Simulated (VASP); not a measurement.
**ScAl3: vacancies and antisites compared**

Wanted: a map of the native defects of ScAl3, all in one supercell and at one level. The start is a computed cell from the Materials Project.

Main program and level: VASP 6.6.1; PBE; plane waves and PAW (Sc_sv, Al), in the first sound run; inputs show where later runs differ.

## 1. The host crystal

The structure is cubic, space group Pm-3m (No. 221). The conventional cell has a = 4.088 Å, b = 4.088 Å, c = 4.088 Å, α = 90.00°, β = 90.00°, γ = 90.00°. Nearest to Sc lie 12 Al at 2.89 Å. Al has 8 Al at 2.89 Å and 4 Sc at 2.89 Å nearest. Farther neighbours are not listed.

Structure file:

```
Sc Al
1.0
     4.08781    0.00000    0.00000
     0.00000    4.08781    0.00000
     0.00000    0.00000    4.08781
Sc Al
1 3
Direct
  0.00000 0.00000 0.00000
  0.50000 0.50000 0.00000
  0.00000 0.50000 0.50000
  0.50000 0.00000 0.50000
```

## 2. Relaxing the host crystal

First cell and atoms are relaxed at a raised cutoff, so that later runs start from this functional's own cell.

INCAR reads:

```
SYSTEM = ScAl3
PREC = Accurate
ENCUT = 350
EDIFF = 1E-06
NELM = 120
ISMEAR = 1
SIGMA = 0.15
LREAL = .FALSE.
ALGO = Normal
GGA = PE
NBANDS = 16
LASPH = .TRUE.
LORBIT = 11
LWAVE = .FALSE.
LCHARG = .FALSE.
KPAR = 8
IBRION = 2
NSW = 40
ISIF = 3
EDIFFG = -0.02
POTIM = 0.4
```

POSCAR reads:

```
ScAl3
1.0
    4.0878065700      0.0000000000      0.0000000000
    0.0000000000      4.0878065700      0.0000000000
    0.0000000000      0.0000000000      4.0878065700
Sc Al
1 3
Direct
    0.0000000000      0.0000000000      0.0000000000
    0.5000000000      0.5000000000      0.0000000000
    0.0000000000      0.5000000000      0.5000000000
    0.5000000000      0.0000000000      0.5000000000
```

KPOINTS reads:

```
Automatic mesh
0
Gamma
6 6 6
0 0 0
```

Potentials, in the order of the species: Sc_sv and Al (PBE family, release 64).

Command:

```console
mpirun -np 8 vasp_std
```

The program printed:

```text
[banner, memory and clock lines left out]
running    8 mpi-ranks, on    1 nodes
 distrk:  each k-point on    1 cores,    8 groups
 distr:  one band on    1 cores,    1 groups

 POSCAR found type information on POSCAR ScAl
 POSCAR found :  2 types and       4 ions
|                                                                             |
|           W    W    AA    RRRRR   N    N  II  N    N   GGGG   !!!           |
|           W    W   A  A   R    R  NN   N  II  NN   N  G    G  !!!           |
|           W    W  A    A  R    R  N N  N  II  N N  N  G       !!!           |
|           W WW W  AAAAAA  RRRRR   N  N N  II  N  N N  G  GGG   !            |
|           WW  WW  A    A  R   R   N   NN  II  N   NN  G    G                |
|           W    W  A    A  R    R  N    N  II  N    N   GGGG   !!!           |
|                                                                             |
|     For optimal performance we recommend to set                             |
|       NCORE = 2 up to number-of-cores-per-socket                            |
|     NCORE specifies how many cores store one orbital (NPAR=cpu/NCORE).      |
|     This setting can greatly improve the performance of VASP for DFT.       |
|     The default, NCORE=1 might be grossly inefficient on modern             |
|     multi-core architectures or massively parallel machines. Do your        |
|     Unfortunately you need to use the default for GW and RPA                |
|     calculations (for HF NCORE is supported but not extensively tested      |
|     yet).                                                                   |
|                                                                             |

 LDA part: xc-table for (Slater+PW92), standard interpolation
 POSCAR, INCAR and KPOINTS ok, starting setup
 FFT: planning ... GRIDC
 FFT: planning ... GRID_SOFT
 FFT: planning ... GRID
 WAVECAR not read
 entering main loop
       N       E                     dE             d eps       ncg     rms          rms(c)
DAV:   1     0.845698918379E+02    0.84570E+02   -0.68673E+03   648   0.833E+02
DAV:   2    -0.159611536591E+02   -0.10053E+03   -0.98388E+02   664   0.272E+02
DAV:   3    -0.201787806842E+02   -0.42176E+01   -0.41490E+01   952   0.489E+01
DAV:   4    -0.202633657903E+02   -0.84585E-01   -0.84551E-01   824   0.827E+00
DAV:   5    -0.202660057896E+02   -0.26400E-02   -0.26400E-02  1008   0.134E+00    0.888E+00
DAV:   6    -0.193427834505E+02    0.92322E+00   -0.43353E+00  1056   0.219E+01    0.313E+00
DAV:   7    -0.192981083930E+02    0.44675E-01   -0.89506E-02   816   0.229E+00    0.180E+00
DAV:   8    -0.192762087482E+02    0.21900E-01   -0.31072E-02  1000   0.139E+00    0.225E-01
DAV:   9    -0.192759142857E+02    0.29446E-03   -0.23933E-03   816   0.519E-01    0.112E-01
DAV:  10    -0.192758660856E+02    0.48200E-04   -0.18696E-04  1064   0.135E-01    0.717E-02
DAV:  11    -0.192758666189E+02   -0.53337E-06   -0.15753E-05  1000   0.255E-02    0.299E-02
DAV:  12    -0.192758615764E+02    0.50426E-05   -0.37886E-05  1072   0.658E-02    0.365E-03
DAV:  13    -0.192758615041E+02    0.72314E-07   -0.18936E-06   640   0.155E-02
   1 F= -.19275862E+02 E0= -.19275035E+02  d E =-.192759E+02
 curvature:   0.00 expect dE= 0.000E+00 dE for cont linesearch  0.000E+00
 trial: gam= 0.00000 g(F)=  0.000E+00 g(S)=  0.461E-02 ort = 0.000E+00 (trialstep = 0.100E+01)
 search vector abs. value=  0.461E-02
 bond charge predicted
       N       E                     dE             d eps       ncg     rms          rms(c)
DAV:   1    -0.192950298365E+02   -0.19168E-01   -0.45592E-01   800   0.919E+00    0.104E+00
DAV:   2    -0.192797015282E+02    0.15328E-01   -0.11570E-01   944   0.402E+00    0.202E-01
DAV:   3    -0.192783761054E+02    0.13254E-02   -0.48944E-03  1024   0.525E-01    0.124E-01
DAV:   4    -0.192779934042E+02    0.38270E-03   -0.99362E-04   808   0.254E-01    0.425E-02
DAV:   5    -0.192779832216E+02    0.10183E-04   -0.88698E-05  1032   0.979E-02    0.197E-02
DAV:   6    -0.192779791325E+02    0.40891E-05   -0.12915E-05   992   0.336E-02    0.600E-03
DAV:   7    -0.192779789681E+02    0.16441E-06   -0.42383E-07   376   0.495E-03
   2 F= -.19277979E+02 E0= -.19276856E+02  d E =-.211746E-02
 trial-energy change:   -0.002117  1 .order   -0.002118   -0.004606    0.000369
 step:   0.9258(harm=  0.9258)  dis= 0.00000  next Energy=   -19.277994 (dE=-0.213E-02)
 reached required accuracy - stopping structural energy minimisation
```

Elapsed: 9.6 s, on 8 MPI ranks of Intel Xeon Platinum 8488C (Sapphire Rapids), shared host; peak memory 1.3 GiB; 69 s of CPU time.

The logs omit lines about the potential files and the build; timing stands in the text.

From OUTCAR (step 2):

```text
ion  position               nearest neighbor table
   1  0.000  0.000  0.000-   2 2.89   3 2.89   4 2.89   3 2.89   4 2.89   2 2.89   3 2.89   3 2.89
                             2 2.89   4 2.89   4 2.89   2 2.89
   2  0.500  0.500  0.000-   1 2.89   3 2.89   4 2.89   3 2.89   4 2.89   1 2.89   4 2.89   4 2.89
                             1 2.89   3 2.89   3 2.89   1 2.89
   3  0.000  0.500  0.500-   1 2.89   2 2.89   4 2.89   1 2.89   2 2.89   1 2.89   4 2.89   1 2.89
                             2 2.89   4 2.89   2 2.89   4 2.89
   4  0.500  0.000  0.500-   1 2.89   2 2.89   3 2.89   1 2.89   2 2.89   2 2.89   3 2.89   2 2.89
                             1 2.89   3 2.89   1 2.89   3 2.89

  LATTYP: Found a simple cubic cell.
 ALAT       =     4.0878065700

 Subroutine GETGRP returns: Found 48 space group operations
 (whereof 48 operations were pure point group operations)

The static configuration has the point symmetry O_h .

 Found     20 irreducible k-points:

   k-points           NKPTS =     20   k-points in BZ     NKDIM =     20   number of bands    NBANDS=     16

   dimension x,y,z NGX =    28 NGY =   28 NGZ =   28
   dimension x,y,z NGXF=    56 NGYF=   56 NGZF=   56

   ENCUT  =  350.0 eV  25.72 Ry    5.07 a.u.   6.24  6.24  6.24*2*pi/ulx,y,z

   NELECT =      20.0000    total number of electrons

 k-points in reciprocal lattice and weights: Automatic mesh
   0.00000000  0.00000000  0.00000000       0.005
   0.16666667  0.00000000  0.00000000       0.028
   0.33333333  0.00000000  0.00000000       0.028
   0.50000000  0.00000000  0.00000000       0.014
   0.16666667  0.16666667  0.00000000       0.056
   0.33333333  0.16666667  0.00000000       0.111
   0.50000000  0.16666667  0.00000000       0.056
   0.33333333  0.33333333  0.00000000       0.056
   0.50000000  0.33333333  0.00000000       0.056
[...]
0.50000000  0.50000000  0.33333333       0.028
   0.50000000  0.50000000  0.50000000       0.005

 average (electrostatic) potential at core
       1 -43.3519       2 -73.2402       3 -73.2402       4 -73.2402

 E-fermi :   7.3056

 k-point     1 :       0.0000    0.0000    0.0000
  band No.  band energies     occupation
    ...
      6       4.5598      2.00000
      7       4.5598      2.00000
      8       5.3644      2.00000
      9       5.3644      2.00000
     10       5.3644      2.00000
     11       8.4472     -0.00000
     12       8.4680     -0.00000
     13       8.4680     -0.00000
     14       8.4680     -0.00000
     15      11.8574      0.00000
    ...

 k-point     2 :       0.1667    0.0000    0.0000
  band No.  band energies     occupation
    ...
      6       3.0251      2.00000
      7       4.7587      2.00000
      8       5.3964      2.00000
      9       5.3964      2.00000
     10       6.3211      2.00000
     11       8.3357     -0.00000
     12       8.3357     -0.00000
     13       8.5436     -0.00000
     14       9.3493     -0.00000
     15      10.3871      0.00000
    ...

 k-point     3 :       0.3333    0.0000    0.0000
  band No.  band energies     occupation
    ...
      5      -1.8114      2.00000
      6       1.1513      2.00000
      7       5.2908      2.00000
      8       5.4518      2.00000
      9       5.4518      2.00000
     10       7.4505     -0.04259
     11       8.1809     -0.00000
     12       8.1809     -0.00000
     13       8.7064     -0.00000
     14       8.7803     -0.00000
    ...

  Total       -0.0319871     -0.0319871     -0.0319871     -0.0000000     -0.0000000     -0.0000000
  in kB       -0.7416673     -0.7416673     -0.7416673     -0.0000000     -0.0000000     -0.0000000
  external PRESSURE =      -0.7416673 kB  Pullay stress =       0.0000000 kB

  energy-cutoff  :      350.00
  volume of cell :       69.10
      direct lattice vectors                 reciprocal lattice vectors
     4.103540324 -0.000000000  0.000000000     0.243692013  0.000000000  0.000000000
    -0.000000000  4.103540324  0.000000000     0.000000000  0.243692013  0.000000000
     0.000000000 -0.000000000  4.103540324     0.000000000  0.000000000  0.243692013

 POSITION                                       TOTAL-FORCE (eV/Angst)
 -----------------------------------------------------------------------------------
      0.00000      0.00000      0.00000        -0.000000      0.000000      0.000000
      2.05177      2.05177      0.00000        -0.000000     -0.000000      0.000000
     -0.00000      2.05177      2.05177         0.000000     -0.000000      0.000000
      2.05177     -0.00000      2.05177        -0.000000     -0.000000      0.000000
 -----------------------------------------------------------------------------------
    total drift:                               -0.000000     -0.000000     -0.000000

  FREE ENERGIE OF THE ION-ELECTRON SYSTEM (eV)
  ---------------------------------------------------
  free  energy   TOTEN  =       -19.2779789681 eV

  energy  without entropy=      -19.2746112151  energy(sigma->0) =      -19.27685638

 reached required accuracy - stopping structural energy minimisation

 total charge
# of ion       s       p       d       tot
------------------------------------------
    1        2.183   6.136   1.283   9.602
    2        0.416   0.378   0.000   0.794
    3        0.416   0.378   0.000   0.794
    4        0.416   0.378   0.000   0.794
--------------------------------------------------
tot          3.431   7.271   1.283  11.984

[... 3 further parts left out ...]
```

CONTCAR:

```
ScAl3
   1.00000000000000
     4.1035403235149444   -0.0000000000000000    0.0000000000000000
    -0.0000000000000000    4.1035403235149444    0.0000000000000000
     0.0000000000000000   -0.0000000000000000    4.1035403235149444
  Sc              Al
     1     3
Direct
     0.0000000000000000    0.0000000000000000    0.0000000000000000
     0.5000000000000000    0.5000000000000000    0.0000000000000000
     0.0000000000000000    0.5000000000000000    0.5000000000000000
     0.5000000000000000    0.0000000000000000    0.5000000000000000
```

The k-mesh is coarse for a metal. The run keeps the 48 symmetry operations of its start, so it cannot find a distortion of lower symmetry.

Step by step:

```
step  energy less that of the first step (eV)  largest force (eV/Å)  pressure (GPa)  volume (Å³)
   1                                   0.0000                0.0000            0.94        68.31
   2                                  -0.0021                0.0000           -0.07        69.10
```

```
conventional cell, symmetrised  before  after  change
                         a (Å)   4.088  4.104  +0.4 %
                         b (Å)   4.088  4.104  +0.4 %
                         c (Å)   4.088  4.104  +0.4 %
              volume (Å³/atom)   17.08  17.27  +1.2 %
```

Final coordinates:

```
Sc Al
1.0
     4.10354    0.00000    0.00000
     0.00000    4.10354    0.00000
     0.00000    0.00000    4.10354
Sc Al
1 3
Direct
  0.00000 0.00000 0.00000
  0.50000 0.50000 0.00000
  0.00000 0.50000 0.50000
  0.50000 0.00000 0.50000
```

This step gave:

```
electronic cycles                               : 20
electrons                                       : 20
free energy (TOTEN)                             : -19.28 eV
energy at zero smearing                         : -19.28 eV
Fermi energy                                    : 7.306 eV
labelled metallic, from the levels on this mesh : yes
```

The run ended after 2 ionic steps, 0.002 eV below its first step, once forces and stress met EDIFFG = -0.02.

(Part 1 of 7 ends here.)

[Lines on the potential files, build, host, timing and source positions are cut from VASP's logs without a mark.]

[Logs are printed without paths, hosts, clocks, repeated set-up lines and the standing remarks that a program may print on its own settings, such as how far it seeks lower states.]

[Hosts, paths, dates, database ids (printed as entryN), source tags and the programs' standing remarks are cut or masked in the printed files.]

[In band tables of VASP the shares of atoms and orbitals are scaled to a sum of 1 inside the atoms' spheres.]

[Runs that stopped without an error message from VASP are left out.]
